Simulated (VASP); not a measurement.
Write the native input for VASP 6.6.1 that does the following.

| Property | Result |
| --- | --- |
| Task | single point |
| Functional | PBE |
| Potentials or basis | VASP PAW PBE potentials, release 64 (Se_GW, Ga_d_GW) |
| Cutoff | 500 eV |
| k mesh | 3 × 3 × 3 |
| Occupations | gaussian, width 0.02 eV |
| Spin | no spin polarisation |
| Further INCAR settings | ALGO = Normal; EDIFF = 1e-07; NBANDS = 30 |

The structure of Ga3Se lies in POSCAR:

```
Ga3Se
1.0
    4.4324650000      0.0000000000      0.0000000000
    0.0000000000      4.4324650000      0.0000000000
    0.0000000000      0.0000000000      4.4324650000
Se Ga
1 3
Direct
    0.0000000000      0.0000000000      0.0000000000
    0.5000000000      0.5000000000      0.0000000000
    0.5000000000      0.0000000000      0.5000000000
    0.0000000000      0.5000000000      0.5000000000
```

The cell comes from a database or a generator and needn't be the stable form of this composition.

These files were run (other wordings do the same):

INCAR

```
PREC = Accurate ; ENCUT = 500
EDIFF = 1E-7 ; ISMEAR = 0
SIGMA = 0.02 ; LREAL = F
LASPH = T ; NELM = 80
ALGO = Normal ; ISIF = 2
LWAVE = F ; LCHARG = T
GGA = PE ; LELF = T
LVHAR = T ; NBANDS = 30
```

KPOINTS

```
regular mesh
0
Gamma
  3 3 3
```

Potentials or basis: VASP PAW PBE potentials, release 64 (Se_GW, Ga_d_GW).

The run is started by

```console
$ cat potpaw_PBE.64/Se_GW/POTCAR potpaw_PBE.64/Ga_d_GW/POTCAR > POTCAR
$ mpirun -np 1 vasp_std > vasp.out
```

Results of the run:

The pressure is -0.5 GPa and the band gap on the k mesh is none (metal or under the smearing width).

Caveat: the k mesh is coarse (spacing up to 0.47 Å⁻¹), so the values aren't converged; the cutoff is under 1.25 times the usual one of these potentials, so pressure, stress and relaxed cells hold a basis-set (Pulay) error.

Run time: 8.3 s on 1 thread of Intel(R) Xeon(R) Platinum 8488C (Sapphire Rapids) (shared host), peak memory 0.17 GiB.
